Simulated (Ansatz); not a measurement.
# Gaps and decay in WSe2/MoS2 stacks

How do the layer thicknesses change the gap of WSe2/MoS2? The crystals are WSe2 2H layers and MoS2 2H layers, on a common net of side 3.17 Å (-3.9 % and +0.0 % against typed lattice constants near PBE's). Layer spacings come from each crystal relaxed along the normal on that net, and the joins take the mean spacing. The stacks are then relaxed. The first steps treat the bulk crystals alone.

Main program and level: Ansatz 0.2.0; PBE+D3(BJ) DFT, plane waves, PAW files, in the first sound run; inputs show where later runs differ.

### 1. Set-up

Symmetry: P6_3/mmc, No. 194, hexagonal system. The conventional cell has a = 3.170 Å, b = 3.170 Å, c = 13.050 Å, α = 90.00°, β = 90.00°, γ = 120.00°. Se has 3 W at 2.48 Å nearest. Nearest to W lie 6 Se at 2.48 Å. Farther neighbours and most contacts between anions are not listed.

### 2. Relaxing along the normal, strain -0.0394, crystal WSe2 2H layers

The crystal is held to the common net and relaxed along the normal.

The input, input.yaml:

```yaml
crystal:
  lattice:
    - [3.17, 0.0, 0.0]
    - [-1.585, 2.74530053, 0.0]
    - [0.0, 0.0, 13.05]
  atoms:
    - { symbol: Se, position: [0.3333333333, 0.6666666667, 0.0] }
    - { symbol: W, position: [0.0, 0.0, 0.1287356322] }
    - { symbol: Se, position: [0.3333333333, 0.6666666667, 0.2574712644] }
    - { symbol: Se, position: [0.0, 0.0, 0.5] }
    - { symbol: W, position: [0.3333333333, 0.6666666667, 0.6287356322] }
    - { symbol: Se, position: [0.0, 0.0, 0.7574712644] }
kpoints:
  mp_grid: { grid: [8, 8, 2] }
scf:
  occupations: { method: fixed }
  max_iter: 120
hamiltonian:
  xc: pbe
  dispersion: d3bj
output: {}
relax:
  f_tol: 0.01
  max_steps: 40
  cell: { fix: [a, b, angles] }
```

Command:

```console
> ansatz run input.yaml --threads 4 --pin off --max-ram 10240MiB --backend cpu --events-out ev --progress --plain --runs-dir out
```

Numbers of over 12 decimals in the logs are rounded to 6 here.

Output:

```text
Engine: ansatz 0.2.0, x86_64-unknown-linux-gnu
Pseudopotentials: kind: paw
Pseudopotential: Se, paw, valence charge 16, recommended cutoff 420 eV (normal), Se.paw.azcp
Pseudopotential: W, paw, valence charge 14, recommended cutoff 420 eV (normal), W.paw.azcp
Functional definition: PBE
  parameter kappa = 0.804
  parameter beta = 0.066725
  exchange = pbe_x(kappa = kappa, mu = beta*pi^2/3)
  correlation = pbe_c(beta = beta)
Crystal: 6 atoms, lattice volume = 113.569 Å³
Basis set: ecut = 420 eV, 2215 PW (Γ), exchange–correlation on 48×48×180 points (8 copies of the dense FFT grid, shifted against one another)
Bands: 56, of which v1, the nominal top of the filled ones, is band 46 counted from 1 (45 counted from 0)
Symmetry: 24 space group operations
Space group: P63/mmc (ITA 194), of the structure as read, at distance tolerance 4.8e-5 Å
k-points: 20 of 128
Non-local potential: Se, projectors of the file, l = 0: 2, l = 1: 2, l = 2: 3, l = 3: 1
Non-local potential: W, projectors of the file, l = 0: 3, l = 1: 2, l = 2: 2, l = 3: 1
PAW form: soft (Blöchl's): semilocal exchange-correlation on the pseudo side does not see the compensation charge
PAW one-centre angular grid: Se, 590 points (default); XC on 64 Gauss nodes
PAW one-centre angular grid: W, 590 points (default); XC on 64 Gauss nodes
Initial density: superposition of atomic densities (neutral atoms: chi_scale 0, normalization atom), corrected by the library's trained network
Initial wavefunctions: pseudopotential atomic-orbital guess
Functional: x = pbe(κ = 0.804, μ = 0.219515), c = pbe(β = 0.066725)
SCF iter   1: F=—  HF=-42651.701961 eV  |F-HF|=—  |Δ(HF+E_count)|=         —  Δρ=4.83e-3  dr2=7.23e-3  ethr=1.77e-3  ⟨swp⟩=5.0  Hψ=3522  notcnv=0  defer=133
preconditioner: auto → Resta (q_TF=auto, 2.634 Å⁻¹)  ε∞=5.9  [insulator: Δε(μ)=1.207 eV  Ē_g=9.463 eV  n_scr=40 (ndim 8)  ℏωp=20.9 eV  f_vac=0.039  ε∞_Penn≈5.9]
SCF iter   2: F=—  HF=-42651.709648 eV  |F-HF|=—  |Δ(HF+E_count)|=   7.69e-3  Δρ=2.80e-3  dr2=2.50e-3  ethr=7.85e-6  ⟨swp⟩=2.0  Hψ=1778  notcnv=0  defer=158
SCF iter   3: F=—  HF=-42651.713665 eV  |F-HF|=—  |Δ(HF+E_count)|=   4.02e-3  Δρ=2.46e-4  dr2=1.28e-4  ethr=2.71e-6  ⟨swp⟩=2.0  Hψ=1464  notcnv=0  defer=138
automatic band count: iteration 3 solves 55 bands in place of 56: the levels show a gap, and the empty bands left out lie too high to hold charge; the band table lists the bands solved (type scf.n_extra_bands for more)
SCF iter   4: F=—  HF=-42651.713655 eV  |F-HF|=—  |Δ(HF+E_count)|=   9.53e-6  Δρ=1.07e-4  dr2=9.84e-6  ethr=1.40e-7  ⟨swp⟩=2.6  Hψ=1886  notcnv=0  defer=59
SCF iter   5: F=—  HF=-42651.713624 eV  |F-HF|=—  |Δ(HF+E_count)|=   3.10e-5  Δρ=3.43e-5  dr2=1.33e-6  ethr=1.07e-8  ⟨swp⟩=2.0  Hψ=1364  notcnv=0  defer=38
SCF iter   6: F=—  HF=-42651.713625 eV  |F-HF|=—  |Δ(HF+E_count)|=   1.04e-6  Δρ=9.26e-6  dr2=2.94e-7  ethr=1.45e-9  ⟨swp⟩=3.0  Hψ=1820  notcnv=0  defer=38
SCF iter   7: F=-42651.713625 eV  HF=-42651.713625 eV  |F-HF|=9.82e-10  |Δ(HF+E_count)|=   6.38e-8  Δρ=3.50e-6  dr2=2.27e-8  ethr=1.09e-10  ⟨swp⟩=4.5  Hψ=3820  notcnv=0
SCF 1 converged in 7 iterations: F = -42651.713625 eV  dr2 = 2.27e-8
  greatest PAW one-centre occupation: 1.000 electrons in one spin orbital (limit 2), on the Se atom at site 5 (counted from 0), in its partial waves of l = 2
relax step   1: F+E_penalty+E_count = -42651.71362527 eV  Δ(F+E_penalty+E_count) = +0.000e0 eV  max|allowed force component| = 9.428e-1 eV/Å  Δτ_max = 0.0000 Å  P = +10.560 GPa  Ω = 113.569 Å³  fix = [a, b, alpha, beta, gamma]  reactions: a +12.008, b +12.008 GPa  (7 SCF iters, dr2 threshold 1.00e-7 eV, accepted)
Crystal: 6 atoms, lattice volume = 109.687 Å³
Basis set: ecut = 420 eV, 2131 PW (Γ), exchange–correlation on 48×48×180 points (8 copies of the dense FFT grid, shifted against one another)
Initial density: handed on by an earlier stage of this run
Initial wavefunctions: those handed on with the density
iter 1 solved again at ethr=1.02e-4 eV; its pass at ethr=3.10e-3 eV (dr2=9.38e-2 eV) is discarded
SCF iter   1: F=—  HF=-42651.709578 eV  |F-HF|=—  |Δ(HF+E_count)|=         —  Δρ=1.04e-2  dr2=9.39e-2  ethr=1.02e-4  ⟨swp⟩=1.0  Hψ=4901  notcnv=0  defer=71
automatic band count: iteration 1 solves 54 bands in place of 56: the levels show a gap, and the empty bands left out lie too high to hold charge; the band table lists the bands solved (type scf.n_extra_bands for more)
preconditioner: auto → Resta (q_TF=auto, 2.649 Å⁻¹)  ε∞=7.2  [insulator: Δε(μ)=0.865 eV  Ē_g=8.560 eV  n_scr=40 (ndim 8)  ℏωp=21.3 eV  f_vac=0.006  ε∞_Penn≈7.2]
SCF iter   2: F=—  HF=-42651.690634 eV  |F-HF|=—  |Δ(HF+E_count)|=   1.89e-2  Δρ=5.34e-3  dr2=2.48e-2  ethr=1.02e-4  ⟨swp⟩=2.3  Hψ=1258  notcnv=0  defer=117
SCF iter   3: F=—  HF=-42651.686501 eV  |F-HF|=—  |Δ(HF+E_count)|=   4.13e-3  Δρ=1.81e-3  dr2=5.08e-3  ethr=2.70e-5  ⟨swp⟩=2.8  Hψ=1395  notcnv=0  defer=117
SCF iter   4: F=—  HF=-42651.686099 eV  |F-HF|=—  |Δ(HF+E_count)|=   4.02e-4  Δρ=5.73e-4  dr2=4.10e-4  ethr=5.52e-6  ⟨swp⟩=2.2  Hψ=1318  notcnv=0  defer=118
SCF iter   5: F=—  HF=-42651.686128 eV  |F-HF|=—  |Δ(HF+E_count)|=   2.85e-5  Δρ=1.62e-4  dr2=4.38e-5  ethr=4.46e-7  ⟨swp⟩=2.0  Hψ=1937  notcnv=0  defer=80
SCF iter   6: F=—  HF=-42651.686097 eV  |F-HF|=—  |Δ(HF+E_count)|=   3.05e-5  Δρ=7.81e-5  dr2=1.17e-5  ethr=4.76e-8  ⟨swp⟩=2.0  Hψ=1922  notcnv=0  defer=77
SCF iter   7: F=-42651.686105 eV  HF=-42651.686104 eV  |F-HF|=2.10e-7  |Δ(HF+E_count)|=   7.46e-6  Δρ=1.53e-5  dr2=3.49e-7  ethr=6.52e-10  ⟨swp⟩=3.0  Hψ=4396  notcnv=0
SCF 2 converged in 7 iterations: F = -42651.686105 eV  dr2 = 3.49e-7
relax step   2: F+E_penalty+E_count = -42651.68610470 eV  Δ(F+E_penalty+E_count) = +2.752e-2 eV  max|allowed force component| = 9.300e-1 eV/Å  Δτ_max = 0.1529 Å  P = +2.760 GPa  Ω = 109.687 Å³  energy of the carried Pulay correction = +8.338e-4 eV  fix = [a, b, alpha, beta, gamma]  (7 SCF iters, dr2 threshold 6.00e-7 eV, rejected (line search))
Crystal: 6 atoms, lattice volume = 113.722 Å³
iter 1 solved again at ethr=4.25e-5 eV; its pass at ethr=3.10e-3 eV (dr2=3.91e-2 eV) is discarded
SCF iter   1: F=—  HF=-42651.809604 eV  |F-HF|=—  |Δ(HF+E_count)|=         —  Δρ=6.67e-3  dr2=3.91e-2  ethr=4.25e-5  ⟨swp⟩=1.1  Hψ=4886  notcnv=0  defer=90
automatic band count: iteration 1 solves 54 bands in place of 56: the levels show a gap, and the empty bands left out lie too high to hold charge; the band table lists the bands solved (type scf.n_extra_bands for more)
preconditioner: auto → Resta (q_TF=auto, 2.634 Å⁻¹)  ε∞=6.9  [insulator: Δε(μ)=1.134 eV  Ē_g=8.599 eV  n_scr=40 (ndim 8)  ℏωp=20.9 eV  f_vac=0.030  ε∞_Penn≈6.9]
SCF iter   2: F=—  HF=-42651.802211 eV  |F-HF|=—  |Δ(HF+E_count)|=   7.39e-3  Δρ=3.59e-3  dr2=1.20e-2  ethr=4.25e-5  ⟨swp⟩=2.7  Hψ=1366  notcnv=0  defer=116
SCF iter   3: F=—  HF=-42651.800651 eV  |F-HF|=—  |Δ(HF+E_count)|=   1.56e-3  Δρ=7.12e-4  dr2=8.32e-4  ethr=1.30e-5  ⟨swp⟩=2.6  Hψ=1698  notcnv=0  defer=115
SCF iter   4: F=—  HF=-42651.800767 eV  |F-HF|=—  |Δ(HF+E_count)|=   1.16e-4  Δρ=3.66e-4  dr2=4.31e-4  ethr=9.05e-7  ⟨swp⟩=2.0  Hψ=1348  notcnv=0  defer=113
SCF iter   5: F=—  HF=-42651.800769 eV  |F-HF|=—  |Δ(HF+E_count)|=   1.68e-6  Δρ=9.69e-5  dr2=2.81e-5  ethr=4.68e-7  ⟨swp⟩=2.0  Hψ=1276  notcnv=0  defer=41
SCF iter   6: F=—  HF=-42651.800842 eV  |F-HF|=—  |Δ(HF+E_count)|=   7.26e-5  Δρ=4.71e-5  dr2=6.08e-6  ethr=3.05e-8  ⟨swp⟩=2.0  Hψ=1922  notcnv=0  defer=38
SCF iter   7: F=—  HF=-42651.800831 eV  |F-HF|=—  |Δ(HF+E_count)|=   1.09e-5  Δρ=1.24e-5  dr2=1.88e-7  ethr=6.61e-9  ⟨swp⟩=2.0  Hψ=1922  notcnv=0  defer=38
SCF iter   8: F=—  HF=-42651.800831 eV  |F-HF|=—  |Δ(HF+E_count)|=   3.78e-7  Δρ=3.06e-6  dr2=1.11e-8  ethr=2.05e-10  ⟨swp⟩=2.0  Hψ=1402  notcnv=0  defer=38
SCF iter   9: F=—  HF=-42651.800831 eV  |F-HF|=—  |Δ(HF+E_count)|=   2.18e-8  Δρ=6.71e-7  dr2=5.34e-10  ethr=1.20e-11  ⟨swp⟩=2.1  Hψ=1447  notcnv=0  defer=38
SCF iter  10: F=-42651.800831 eV  HF=-42651.800831 eV  |F-HF|=0.00e0  |Δ(HF+E_count)|=  6.69e-10  Δρ=1.29e-7  dr2=2.29e-11  ethr=1.00e-12  ⟨swp⟩=5.0  Hψ=3960  notcnv=0
SCF 3 converged in 10 iterations: F = -42651.800831 eV  dr2 = 2.29e-11
relax step   3: F+E_penalty+E_count = -42651.80083098 eV  Δ(F+E_penalty+E_count) = -8.721e-2 eV  max|allowed force component| = 1.009e-1 eV/Å  Δτ_max = 0.0514 Å  P = +5.089 GPa  Ω = 113.722 Å³  energy of the carried Pulay correction = -3.221e-5 eV  fix = [a, b, alpha, beta, gamma]  reactions: a +8.369, b +8.369 GPa  (10 SCF iters, accepted)
[...]
relax step   4: F+E_penalty+E_count = -42651.80388148 eV  Δ(F+E_penalty+E_count) = -3.050e-3 eV  max|allowed force component| = 2.600e-3 eV/Å  Δτ_max = 0.0108 Å  P = +5.999 GPa  Ω = 112.545 Å³  energy of the carried Pulay correction = +2.171e-4 eV  fix = [a, b, alpha, beta, gamma]  reactions: a +8.936, b +8.936 GPa  (6 SCF iters, dr2 threshold 6.00e-7 eV, accepted)
[...]
relax step   5: F+E_penalty+E_count = -42651.80393860 eV  Δ(F+E_penalty+E_count) = -5.712e-5 eV  max|allowed force component| = 1.568e-3 eV/Å  Δτ_max = 0.0028 Å  P = +5.931 GPa  Ω = 112.745 Å³  energy of the carried Pulay correction = +1.745e-4 eV  fix = [a, b, alpha, beta, gamma]  reactions: a +8.897, b +8.897 GPa  (5 SCF iters, dr2 threshold 3.88e-8 eV, accepted)
Initial wavefunctions: pseudopotential atomic-orbital guess (no wavefunctions were taken with the density)
iter 1 solved again at ethr=3.17e-8 eV; its pass at ethr=3.10e-3 eV (dr2=2.92e-5 eV) is discarded
SCF iter   1: F=—  HF=-42651.803732 eV  |F-HF|=—  |Δ(HF+E_count)|=         —  Δρ=1.39e-5  dr2=6.00e-8  ethr=3.17e-8  ⟨swp⟩=3.9  Hψ=6352  notcnv=0  defer=157
preconditioner: auto → Resta (q_TF=auto, 2.637 Å⁻¹)  ε∞=6.1  [insulator: Δε(μ)=1.130 eV  Ē_g=9.280 eV  n_scr=40 (ndim 8)  ℏωp=21.0 eV  f_vac=0.023  ε∞_Penn≈6.1]
SCF iter   2: F=—  HF=-42651.803785 eV  |F-HF|=—  |Δ(HF+E_count)|=   5.30e-5  Δρ=7.56e-6  dr2=2.46e-8  ethr=6.52e-11  ⟨swp⟩=2.7  Hψ=2031  notcnv=0  defer=120
SCF iter   3: F=—  HF=-42651.803785 eV  |F-HF|=—  |Δ(HF+E_count)|=   1.12e-8  Δρ=3.27e-6  dr2=1.01e-8  ethr=2.67e-11  ⟨swp⟩=2.0  Hψ=1310  notcnv=0  defer=120
SCF iter   4: F=—  HF=-42651.803785 eV  |F-HF|=—  |Δ(HF+E_count)|=   4.37e-9  Δρ=1.03e-6  dr2=1.80e-9  ethr=1.10e-11  ⟨swp⟩=2.0  Hψ=1343  notcnv=0  defer=120
SCF iter   5: F=—  HF=-42651.803785 eV  |F-HF|=—  |Δ(HF+E_count)|=   1.48e-9  Δρ=4.45e-7  dr2=2.11e-10  ethr=1.96e-12  ⟨swp⟩=2.0  Hψ=1424  notcnv=0  defer=120
SCF iter   6: F=-42651.803785 eV  HF=-42651.803785 eV  |F-HF|=1.46e-11  |Δ(HF+E_count)|=  2.40e-10  Δρ=5.31e-8  dr2=2.34e-12  ethr=1.00e-12  ⟨swp⟩=4.9  Hψ=3667  notcnv=0
SCF 6 converged in 6 iterations: F = -42651.803785 eV  dr2 = 2.34e-12
relax step   6: F+E_penalty+E_count = -42651.80378541 eV  Δ(F+E_penalty+E_count) = +1.532e-4 eV  max|allowed force component| = 1.565e-3 eV/Å  Δτ_max = 0.0000 Å  P = +5.930 GPa  Ω = 112.745 Å³  fix = [a, b, alpha, beta, gamma]  reactions: a +8.896, b +8.896 GPa  stress off target by 2.02e-3 GPa on what of the cell is left free  SCF on the basis re-selected at this cell (its energy is not comparable with the rows above)  (6 SCF iters)
basis re-selected at this cell: Δ(F+E_penalty+E_count) = +1.532e-4 eV, ΔP = -0.001 GPa vs the last step (what re-selecting the basis moved, of the pressure what is left beyond the Pulay correction that the steps carried, after the strain that the cell walked since its last selection, with what the two solves' SCF thresholds leave and, on support functions, any second-order correction that the steps lacked; it is no m [...]
SCF converged after 6 iterations
Free energy (F): -42651.803785 eV
Harris-Foulkes:  -42651.803785 eV  (|F-HF|=1.46e-11)
Internal energy: -42651.803785 eV  (E = F + TS)
E sigma→0 (E₀):  -42651.803785 eV
Fermi energy:    14.049046 eV
--- Per-component energies (eV) ---
  E_band       = -1559.539486
  E_kinetic    = 1387.090299
  E_local      = -10737.204687  (includes V_loc(G=0)·N_el)
  E_nonlocal   = -2379.861482
  E_hartree    = 5212.044742
  E_xc         = -956.484501
  E_vxc        = -878.176509  (∫ρ·V_xc dr)
  E_paw        = -24770.994116  (= ΣΔE_a)
  E_vpaw       = 624.525967  (= ΣTr[D̂ρ^β])
  E_aug_tail   = -0.002504  (compensation charges beyond the density's cutoff)
  E_ewald      = -10403.374804
  E_disp       = -3.016733  (pairwise vdW)
  E_smearing   = -0.000000  (= −TS)
  E_closure    = -0.000000  (closes the sum)
  Σ components = -42651.803785   (vs F -42651.803785, Δ=0.00e0)
--- Forces (eV/Å), atoms counted from 1 ---
  atom   1  Se     0.00000000     0.00000000     0.00156472
  atom   2  W      0.00000000    -0.00000000     0.00000000
  atom   3  Se     0.00000000     0.00000000    -0.00156472
  atom   4  Se     0.00000000     0.00000000     0.00156472
  atom   5  W      0.00000000    -0.00000000     0.00000000
  atom   6  Se     0.00000000     0.00000000    -0.00156472
  max |Σ_I F_I| component: 9.25e-18 eV/Å
--- Stress (GPa, compression-positive) ---
        8.896272       0.000000       0.000000
        0.000000       8.896272       0.000000
        0.000000       0.000000      -0.002019
  P = ⅓ Tr σ = 5.9302 GPa (59.302 kbar)
--- Relaxed structure (5 steps of the walk, 4 accepted, 1 SCFs on fresh bases) ---
  F+E_penalty+E_count = -42651.80378541 eV   max|allowed force component| = 1.565e-3 eV/Å   (the final SCF, on the basis selected at the relaxed cell)
  cell:  # Å, volume = 112.7451 Å³
    - [3.170000, 0, 0.0]
    - [-1.585000, 2.745301, 0.0]
    - [0.0, 0.0, 12.955333]
  atoms:
    - { symbol: Se, position: [0.333333, 0.666667, -0.00455188] }
    - { symbol: W, position: [9.25185853962003e-18, -5.08852219630634e-17, 0.128736] }
    - { symbol: Se, position: [0.333333, 0.666667, 0.262023] }
    - { symbol: Se, position: [9.25185853962003e-18, -5.08852219630634e-17, 0.495448] }
    - { symbol: W, position: [0.333333, 0.666667, 0.628736] }
    - { symbol: Se, position: [9.25185853962003e-18, -5.08852219630634e-17, 0.762023] }
```

The job ended after 5.2 s (4 threads of Intel Xeon 6975P-C (Granite Rapids), shared host; peak memory 0.59 GiB).

Step by step:

```tsv
step	energy less that of the first step (eV)	largest force component (eV/Å)	pressure (GPa)	volume (Å³)
1	0.0000	0.9428	10.56	113.57
2	0.0275	0.9300	2.76	109.69
3	-0.0872	0.1008	5.09	113.72
4	-0.0903	0.0026	6.00	112.55
5	-0.0903	0.0016	5.93	112.75
6*	-0.0902	0.0016	5.93	112.75
```

Relaxation steps marked * repeat the geometry before them on a plane-wave basis chosen anew for their cell, so energy and pressure can jump there. Relaxation step 2 was tried and not accepted.

Forces are held to the 24 operations that the run works with; a distortion that breaks them can't arise in this run.

```tsv
conventional cell, symmetrised	before	after	change
a (Å)	3.170	3.170	+0.0 %
b (Å)	3.170	3.170	+0.0 %
c (Å)	13.050	12.955	-0.7 %
volume (Å³/atom)	18.93	18.79	-0.7 %
```

The atoms that moved most (Å, as changes of fractional coordinates times the final cell):

```tsv
atom	dx	dy	dz	length
Se3	0.000	0.000	0.059	0.059
Se6	0.000	0.000	0.059	0.059
Se1	0.000	0.000	-0.059	0.059
Se4	0.000	0.000	-0.059	0.059
```

The relaxed structure:

```cif
data_structure
_symmetry_space_group_name_H-M 'P 1'
_symmetry_Int_Tables_number 1
_cell_length_a 3.1700
_cell_length_b 3.1700
_cell_length_c 12.9553
_cell_angle_alpha 90.000
_cell_angle_beta 90.000
_cell_angle_gamma 120.000
_cell_volume 112.75
loop_
_atom_site_label
_atom_site_type_symbol
_atom_site_fract_x
_atom_site_fract_y
_atom_site_fract_z
_atom_site_occupancy
Se1 Se 0.33333 0.66667 0.99545 1
W2 W 0.00000 0.00000 0.12874 1
Se3 Se 0.33333 0.66667 0.26202 1
Se4 Se 0.00000 0.00000 0.49545 1
W5 W 0.33333 0.66667 0.62874 1
Se6 Se 0.00000 0.00000 0.76202 1
```

This step gave:

- free energy: -42651.8038 eV
- Fermi energy: 14.05 eV
- pressure: 5.930 GPa

The relaxation ends with a largest force component of 0.0016 eV/Å.

### 3. Band edges, strain -0.0394, crystal WSe2 2H layers

This step: PBE DFT, plane waves, PAW files (Ansatz 0.2.0).

The band edges of this cell are searched, off the mesh as well.

The input, input.yaml:

```yaml
crystal:
  lattice:
    - [3.17, 0.0, 0.0]
    - [-1.585, 2.74530053, 0.0]
    - [0.0, 0.0, 12.9553334898]
  atoms:
    - { symbol: Se, position: [0.3333333333, 0.6666666667, -0.0045518776] }
    - { symbol: W, position: [0.0, 0.0, 0.1287356322] }
    - { symbol: Se, position: [0.3333333333, 0.6666666667, 0.262023142] }
    - { symbol: Se, position: [0.0, 0.0, 0.4954481224] }
    - { symbol: W, position: [0.3333333333, 0.6666666667, 0.6287356322] }
    - { symbol: Se, position: [0.0, 0.0, 0.762023142] }
kpoints:
  mp_grid: { grid: [12, 12, 2] }
  band_path: { path: [VBM, CBM], npoints: 24 }
scf:
  occupations: { method: fixed }
  max_iter: 120
hamiltonian:
  xc: pbe
output:
  eigenvalues: true
checkpoint:
  write: WSe2.run
  compress: false
  write_wavefunctions: false
```

Output:

```text
[...]
Crystal: 6 atoms, lattice volume = 112.745 Å³
Basis set: ecut = 420 eV, 2191 PW (Γ)
Bands: 56, of which v1, the nominal top of the filled ones, is band 46 counted from 1 (45 counted from 0)
Symmetry: 24 space group operations
[...]
k-points: 38 of 288
[...]
SCF iter   1: F=—  HF=-42648.776425 eV  |F-HF|=—  |Δ(HF+E_count)|=         —  Δρ=4.97e-3  dr2=1.09e-2  ethr=1.77e-3  ⟨swp⟩=5.0  Hψ=6727  notcnv=0  defer=266
[...]
SCF iter   7: F=-42648.787777 eV  HF=-42648.787777 eV  |F-HF|=9.32e-9  |Δ(HF+E_count)|=   5.67e-8  Δρ=2.78e-6  dr2=1.66e-8  ethr=1.09e-10  ⟨swp⟩=9.1  Hψ=6635  notcnv=0
SCF 1 converged in 7 iterations: F = -42648.787777 eV  dr2 = 1.66e-8
[...]
NSCF: frozen V_eff on 28 k-points
[...]
SCF converged after 7 iterations
Free energy (F): -42648.787777 eV
[...]
Internal energy: -42648.787777 eV  (E = F + TS)
E sigma→0 (E₀):  -42648.787777 eV
Fermi energy:    14.171434 eV
[...]
--- Band table (eV; the first three rows and the last of 38) ---
  k-point 0: bands = [... 42 lower, 13.1856, 13.2478, 13.2478, 14.0491, 17.2912, 17.2912, 17.3149, 17.3149, ... 6 higher]
  k-point 1: bands = [... 42 lower, 13.2166, 13.2166, 13.7881, 13.7881, 17.3003, 17.3003, 17.3003, 17.3003, ... 6 higher]
  k-point 2: bands = [... 42 lower, 13.0463, 13.0951, 13.4567, 13.9222, 16.9012, 17.0021, 17.1022, 17.1148, ... 6 higher]
  k-point 37: bands = [... 42 lower, 11.2968, 11.2968, 13.9691, 13.9691, 16.2192, 16.2192, 16.4501, 16.4501, ... 6 higher]
```

It took 5.4 s on 4 threads; peak memory 0.6 GiB; 20 s of CPU time.

Reading the cycles: dr2 is the Hartree energy of the density residual (eV), the measure of convergence; HF is the Harris–Foulkes estimate of the energy, which meets the free energy F at convergence.

Numbers from this step:

| Item | Value |
| --- | --- |
| free energy | -42648.7878 eV |
| Fermi energy | 14.17 eV |
| gap on the k-mesh | 0.8611 eV |
| gap on path | 0.8221 eV, by band count; negative where bands overlap |
| edge places on path | 0, 0.5988 1/A along the path |

Electronic bands along the path, in eV, zero at the Fermi level (highest filled level under fixed occupations); v1 is the highest filled band, c1 the lowest empty one:

```tsv
point	v4	v3	v2	v1	c1	c2	c3	c4
VBM	-2.64	-2.64	-0.34	0.00	1.65	2.04	2.04	3.00
halfway	-2.56	-2.14	-0.74	-0.48	1.52	2.04	2.53	3.22
CBM	-1.63	-1.63	-0.93	-0.74	0.82	2.02	2.36	2.58
```

The searched edges give 0.822 eV, under the 0.861 eV of the mesh, which misses an edge.

[end of part 1 of 5]

[Logs are printed without paths, hosts, clocks, repeated set-up lines and the standing remarks that a program may print on its own settings, such as how far it seeks lower states.]

[Hosts, paths, dates, database ids (printed as entryN), source tags and the programs' standing remarks are cut or masked in the printed files.]
